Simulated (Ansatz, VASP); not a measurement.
Al: VASP beside Ansatz

```
Al
1.0
     5.72757    0.00000    0.00000
     4.29567    7.44032    0.00000
     0.00000    0.00000   15.67654
Al
19
Direct
  0.16667 0.11111 0.06379
  0.66667 0.11111 0.06379
  0.16667 0.44444 0.06379
  0.66667 0.44444 0.06379
  0.16667 0.77778 0.06379
  0.66667 0.77778 0.06379
  0.83194 0.21985 0.21774
  0.34026 0.21779 0.21871
  0.84128 0.54830 0.21837
  0.33583 0.54846 0.21939
  0.83641 0.88338 0.21755
  0.33950 0.88205 0.21948
  0.01261 0.99543 0.36891
  0.49383 0.99640 0.37166
  0.00763 0.32241 0.37008
  0.50692 0.32381 0.37104
  0.01738 0.64287 0.37295
  0.50665 0.65230 0.37834
  0.84868 0.87612 0.50207
```

Alike in both runs: functional PBE; k mesh 2 × 2 × 1; occupations fermi-dirac, width 0.1 eV; no spin polarisation.

Ansatz relaxed the structure, and its values are those at the end. VASP's run is a single point on that final structure, the one shown.

|  | VASP | Ansatz |
| --- | --- | --- |
| version | VASP 6.6.1 | Ansatz 0.2.0 |
| potentials or method | VASP PAW PBE potentials, release 64 (Al) | scalar-relativistic, plane waves, PAW |
| plane-wave cutoff (eV) | 520 | 420 |
| valence electrons in the cell | 57 | 57 |

```csv
,VASP,Ansatz,Ansatz less VASP
rms of the force components (eV/Å),0.041,0.041,0.0000
```

With one functional, cell and mesh, what is left measures potentials, basis and numerics.

Caveats: the k mesh is coarse (spacing up to 0.63 Å⁻¹), so the values aren't converged.
